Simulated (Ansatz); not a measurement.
A 2-atom cell of MgS started from a crystallographic database was relaxed with r2SCAN, strained in 2 ways (changes of length per length), its atoms relaxed again with r2SCAN, and run with HSE06 in the plane-wave code Ansatz. (Simulation; spin polarisation is off.)

Xy shear, engineering strain (angle) +2.62 %. Input:
```yaml
crystal:
  lattice:
    - [0.0340798824, 2.6015177399, 2.6015177399]
    - [2.6015177399, 0.0340798824, 2.6015177399]
    - [2.6355976223, 2.6355976223, 0.0]
  atoms:
    - { symbol: Mg, position: [0.0, 0.0, 0.0] }
    - { symbol: S, position: [0.5, 0.5, 0.5] }
kpoints:
  mp_grid: { grid: [6, 6, 6] }
  band_path:
    path:
      - [0.0, 0.0, 0.0]
      - [0.5, 0.0, 0.5]
      - [0.625, 0.25, 0.625]
      - [0.375, 0.375, 0.75]
      - [0.5, 0.5, 0.5]
      - [0.5, 0.25, 0.75]
      - [0.5, 0.5, 0.0]
    npoints: 1
hamiltonian:
  xc: hse06
scf:
  occupations: { method: fixed }
  n_extra_bands: 4
output:
  forces: true
  stress: true
  eigenvalues: true
  write_density: true
  write_potential: true
  elf: true
  volumetric_format: npy
```

Main results, then levels in eV from the Fermi energy at the points of the path (names of the unstrained zone, bands numbered from 0):
```
Crystal: 2 atoms, lattice volume = 35.208 Å³
Basis set: ecut = 420 eV, 701 PW (Γ)
Symmetry: 8 space group operations
Space group: Immm (ITA 71)
k-points: 46 of 216
Free energy (F): -2829.763727 eV
Fermi energy:    5.860810 eV
--- Stress (GPa, compression-positive) ---
       -0.359875      -1.523735       0.000000
       -1.523735      -0.359875       0.000000
        0.000000       0.000000      -0.421559
  P = ⅓ Tr σ = -0.3804 GPa (-3.804 kbar)
```
```tsv
point	band_4	band_5	band_6	band_7	band_8	band_9	band_10
Γ	-14.089	-0.247	-0.129	0.000	4.689	8.734	8.975
X	-12.242	-4.715	-1.968	-1.966	3.679	5.210	13.349
U	-12.242	-4.159	-3.564	-1.613	4.829	7.700	10.856
K	-12.265	-4.174	-3.642	-1.455	4.984	7.467	11.065
L	-12.685	-5.434	-0.763	-0.656	5.529	7.966	8.143
W	-12.193	-3.646	-3.644	-2.633	6.260	8.868	8.998
(1/2,1/2,0)	-12.245	-4.716	-2.139	-1.791	3.647	5.243	13.411
```

HSE06 gives an indirect gap of 3.65 eV, from Γ to X; the least direct gap is 4.69 eV at Γ. The mean pressure at these positions is -0.4 GPa, compression counted positive. (The program warns that its thresholds are loose for a hybrid's stress.)

Epitaxial +1.02 % in the xy plane, free normal strain -0.56 %. These blocks change:
```yaml
crystal:
  lattice:
    - [0.0, 2.6280532208, 2.5868243383]
    - [2.6280532208, 0.0, 2.5868243383]
    - [2.6280532208, 2.6280532208, 0.0]
  atoms:
    - { symbol: Mg, position: [0.0, 0.0, 0.0] }
    - { symbol: S, position: [0.5, 0.5, 0.5] }
output:
  forces: true
  stress: true
  eigenvalues: true
```

```
Crystal: 2 atoms, lattice volume = 35.733 Å³
Basis set: ecut = 420 eV, 709 PW (Γ)
Symmetry: 16 space group operations
Space group: I4/mmm (ITA 139)
k-points: 30 of 216
Free energy (F): -2829.763207 eV
Fermi energy:    5.590604 eV
--- Stress (GPa, compression-positive) ---
       -1.981071       0.000000       0.000000
        0.000000      -1.981071       0.000000
        0.000000       0.000000      -0.444605
  P = ⅓ Tr σ = -1.4689 GPa (-14.689 kbar)
```
```tsv
point	band_4	band_5	band_6	band_7	band_8	band_9	band_10
Γ	-13.900	-0.080	0.000	0.000	4.678	9.013	9.013
X	-12.129	-4.538	-1.883	-1.733	3.773	5.374	13.304
U	-12.119	-3.986	-3.412	-1.459	4.939	7.814	10.961
K	-12.087	-3.982	-3.390	-1.528	4.841	7.701	10.962
L	-12.500	-5.207	-0.680	-0.635	5.510	7.934	8.119
W	-12.052	-3.496	-3.484	-2.453	6.260	8.991	9.067
(1/2,1/2,0)	-12.067	-4.521	-1.882	-1.882	3.689	5.313	13.466
```

HSE06 gives an indirect gap of 3.69 eV, from Γ to X; the least direct gap is 4.68 eV at Γ. The mean pressure at these positions is -1.5 GPa, compression counted positive. (The program warns that its thresholds are loose for a hybrid's stress.)

The meshes of the hybrids are coarse, so their gaps aren't converged to the digits shown.
